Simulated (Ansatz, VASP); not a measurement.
## Si in VASP and in Ansatz

```
Si
1.0
     3.84242    0.00000    0.00000
     0.00000    3.84242    0.00000
     0.00000    0.00000   17.35850
Si
2
Direct
  0.75000 0.00000 0.46623
  0.25000 0.00000 0.53377
```

Alike in both runs: functional PBEsol; k mesh 7 × 7 × 1; occupations fermi-dirac, width 0.02 eV; no spin polarisation.

Ansatz relaxed the structure, and its values are those at the end. VASP's run is a single point on that final structure, the one shown.

|  | VASP | Ansatz |
| --- | --- | --- |
| version | VASP 6.6.1 | Ansatz 0.2.0 |
| potentials or method | VASP PAW PBE potentials, release 64 (Si), cutoff 520 eV | all-electron LAPW, scalar-relativistic |

|  | VASP | Ansatz | Ansatz less VASP |
| --- | --- | --- | --- |
| rms of the force components (eV/Å) | 0.006 | 0.002 | -0.0039 |

Ansatz ran all-electron here, so the differences hold the error of VASP's frozen core and of both bases.

Caveats: the PAW data sets were made with another functional, which shifts forces and pressure a little (VASP).
